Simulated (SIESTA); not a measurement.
Crystal: HfB2.

```xyz
3
Lattice="3.1400 0.0000 0.0000 -1.5700 2.7193 0.0000 0.0000 0.0000 3.4800" Properties=species:S:1:pos:R:3 pbc="T T T"
Hf    0.0000    0.0000    0.0000
B     1.5700    0.9064    1.7400
B     0.0000    1.8129    1.7400
```

Base run:

| Quantity | Value |
| --- | --- |
| Program | SIESTA 5.4.2 |
| Functional | vdW-DF-cx |
| Potentials or basis | PseudoDojo 0.4 standard (PBE files) |
| Basis | DZP (energy shift 0.003 Ry; two zetas on semicore shells) |
| Grid cutoff | 800 Ry |
| Energy shift | 0.003 Ry |
| k mesh | 10 × 10 × 8 |
| Occupations | fermi-dirac, width 0.05 eV |
| Spin | no spin polarisation |

Its results: band gap on the k mesh none (metal or under the smearing width); pressure -0.9 GPa.

Q: The run is repeated on the same cell with these changes: functional from vdW-DF-cx to AM05; potentials or basis from PseudoDojo 0.4 standard (PBE files) to PseudoDojo 0.4 standard (PBEsol files). What comes out?

A: Band gap on the k mesh none (metal or under the smearing width); pressure -3.9 GPa.

Caveats: short orbitals over semicore shells can move pressures by several GPa; the potentials were made for another functional, which shifts forces and pressure; the basis of atomic orbitals isn't converged, which shifts pressures, moduli and gaps.

Not every run made on this cell is shown here.
